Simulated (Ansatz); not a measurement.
Ge built on the lonsdaleite prototype, relaxed with r2SCAN in the plane-wave code Ansatz. It is hexagonal, P6_3/mmc (No. 194); conventional cell a = 3.998 Å, c = 6.593 Å, 22.81 Å³ an atom. Around Ge lie 4 Ge at 2.45–2.47 Å.

The axes x, y and z are those of this cell:
```yaml
crystal:
  lattice:
    - [3.99762, 0.00000, 0.00000]
    - [-1.99881, 3.46204, 0.00000]
    - [0.00000, 0.00000, 6.59282]
  atoms:
    - { symbol: Ge, position: [0.33333, 0.66667, 0.00037] }
    - { symbol: Ge, position: [0.66667, 0.33333, 0.50037] }
    - { symbol: Ge, position: [0.33333, 0.66667, 0.37463] }
    - { symbol: Ge, position: [0.66667, 0.33333, 0.87463] }
```

Unstrained: The HSE06 gap is direct at Γ: 0.380 eV. Meshes: HSE06 6×6×4. Strains are changes of length per length. After each strain the atoms were relaxed again with r2SCAN within the symmetry that the strain leaves, so tilts or polar shifts that break it weren't tested; points keep the names that they have in the unstrained zone. Calculated for a static, non-magnetic cell.

Q: Estimate what isotropic +2.0 % on every length does to the gap.

A: HSE06: the gap goes from 0.380 to 0.090 eV (-0.290 eV); so small a gap is at the limit of these settings; with HSE06 the top three valence levels at Γ, grouped 2+1 from the top over 284 meV, become 2+1 over 257 meV.

Q: Estimate what isotropic -3.0 % on every length does to the gap.

A: HSE06: the gap goes from 0.380 to 0.650 eV (+0.270 eV); with HSE06 the top three valence levels at Γ, grouped 2+1 from the top over 284 meV, become 2+1 over 355 meV.

Q: Estimate what isotropic -2.0 % on every length does to the gap.

A: HSE06: the gap goes from 0.380 to 0.558 eV (+0.178 eV); with HSE06 the top three valence levels at Γ, grouped 2+1 from the top over 284 meV, become 2+1 over 331 meV.

Q: Apply isotropic -1.0 % on every length. How far does the gap move, against the unstrained cell?

A: HSE06: the gap goes from 0.380 to 0.468 eV (+0.088 eV); with HSE06 the top three valence levels at Γ, grouped 2+1 from the top over 284 meV, become 2+1 over 305 meV.

Q: Estimate what isotropic -4.0 % on every length does to the gap.

A: HSE06: the gap goes from 0.380 to 0.724 eV (+0.344 eV); it turns from direct (Γ) to indirect (Γ → M); least and direct gap lie within 0.04 eV, so its kind isn't settled; with HSE06 the top three valence levels at Γ, grouped 2+1 from the top over 284 meV, become 2+1 over 382 meV.

Q: Estimate what isotropic +1.0 % on every length does to the gap.

A: HSE06: the gap goes from 0.380 to 0.294 eV (-0.086 eV); with HSE06 the top three valence levels at Γ, grouped 2+1 from the top over 284 meV, become 2+1 over 265 meV.

Spin-orbit coupling is left out.

Gaps or overlaps of about a tenth of an eV are at the limit of these meshes: between the points read a gap can be smaller or closed.

The meshes of the hybrids are coarse, so their gaps aren't converged to the digits shown.

The splittings at Γ are without spin-orbit coupling, which regroups them where it is of like size or larger.
